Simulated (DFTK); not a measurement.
**Ag under changes of volume**

One of the cells (17.048 Å³/atom); the others are scaled copies at fixed shape and fractional positions:

```
Ag
1.0
     0.00000    2.04275    2.04275
     2.04275    0.00000    2.04275
     2.04275    2.04275    0.00000
Ag
1
Direct
  0.00000 0.00000 0.00000
```

| Quantity | Value |
| --- | --- |
| Program | DFTK 0.8.2 |
| Functional | PBE |
| Potentials or basis | dojo.nc.sr.pbe.v0_4_1.standard.upf (PBE) |
| Cutoff | 1116 eV |
| k mesh | 11 × 11 × 11 |
| Occupations | fermi-dirac, width 0.05 eV |
| Spin | no spin polarisation |

| volume (Å³/atom) | energy over the lowest point (meV/atom) | pressure (GPa) |
| --- | --- | --- |
| 16.025 | ? | ? |
| 16.366 | 38.47 | 9.5 |
| 16.707 | 21.00 | 6.7 |
| 17.048 | 9.24 | 4.2 |
| 17.389 | 2.46 | 2.0 |
| 17.730 | 0.00 | 0.1 |
| 18.071 | 1.25 | -1.5 |

Task: What does the run at 16.025 Å³/atom give?

Result: Energy over the lowest point 62.45 meV/atom; pressure 12.8 GPa.

Worked out: A Birch-Murnaghan fit of order 3 (a polynomial in V^(-2/3)) to the other rows has its minimum at 17.78 Å³/atom with B0 = V·E''(V) = 89 GPa and B' = 6.6. It gives 62.54 meV/atom at 16.025 Å³/atom, against the run's 62.45, and -dE/dV = 13.0 GPa, against 12.8.

Energies are extrapolated to zero smearing.
